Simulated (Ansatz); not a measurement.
A relaxation computed with Ansatz, from input to last step.

```yaml
crystal:
  lattice:
    - [0.0, 2.015, 2.015]
    - [2.015, 0.0, 2.015]
    - [2.015, 2.015, 0.0]
  atoms:
    - { symbol: Mo, position: [0.0, 0.0, 0.0] }
basis:
  ecutwfc: 420
kpoints:
  mp_grid: { grid: [18, 18, 18] }
hamiltonian:
  xc: pbe
scf:
  occupations: { method: gaussian, width: 0.1 }
output:
  forces: true
  stress: true
  eigenvalues: true
  write_density: true
  write_potential: true
  elf: true
  volumetric_format: npy
relax:
  adjacent_minimum: "off"
  f_tol: 0.005
  max_steps: 80
  cell: { stress_tol: 0.05 }
```

```bash
ansatz run input.yaml --threads 1 --pin off --max-ram 2560MiB --backend cpu --events-out ev --progress --plain --runs-dir out
```

Computed with DFT PBE, scalar-relativistic, plane waves, PAW in Ansatz 0.2.0.

Of 5 frames 4 are shown, positions in Å and forces in eV/Å; the SCF threshold varies from step to step. Steps run on the plane waves of an earlier cell, with a Pulay correction in the pressure. The basis is chosen afresh for the last frame, the zero of the energies, and at times for earlier ones too; energy and pressure step there, also at an unchanged geometry. The mark taken_back stands on steps that the optimiser undid.

```xyz
1
Lattice="0.0000 2.0150 2.0150 2.0150 0.0000 2.0150 2.0150 2.0150 0.0000" Properties=species:S:1:pos:R:3:forces:R:3 pbc="T T T" step=1 free_energy_over_end_meV_per_atom=5.13 pressure_GPa=-4.79
Mo    0.0000    0.0000    0.0000    0.0000    0.0000    0.0000
1
Lattice="0.0000 1.9701 1.9701 1.9701 0.0000 1.9701 1.9701 1.9701 0.0000" Properties=species:S:1:pos:R:3:forces:R:3 pbc="T T T" step=2 free_energy_over_end_meV_per_atom=26.81 pressure_GPa=12.32 taken_back
Mo    0.0000    0.0000    0.0000    0.0000    0.0000    0.0000
1
Lattice="0.0000 2.0020 2.0020 2.0020 0.0000 2.0020 2.0020 2.0020 0.0000" Properties=species:S:1:pos:R:3:forces:R:3 pbc="T T T" step=3 free_energy_over_end_meV_per_atom=-0.06 pressure_GPa=-0.34
Mo    0.0000    0.0000    0.0000    0.0000    0.0000    0.0000
1
Lattice="0.0000 2.0010 2.0010 2.0010 0.0000 2.0010 2.0010 2.0010 0.0000" Properties=species:S:1:pos:R:3:forces:R:3 pbc="T T T" step=5 free_energy_over_end_meV_per_atom=0.00 pressure_GPa=0.01
Mo    0.0000    0.0000    0.0000    0.0000    0.0000    0.0000
```

Time: 8.3 s on 1 thread of Intel(R) Xeon(R) Platinum 8488C (Sapphire Rapids), with other jobs on the host, peak memory 0.35 GiB.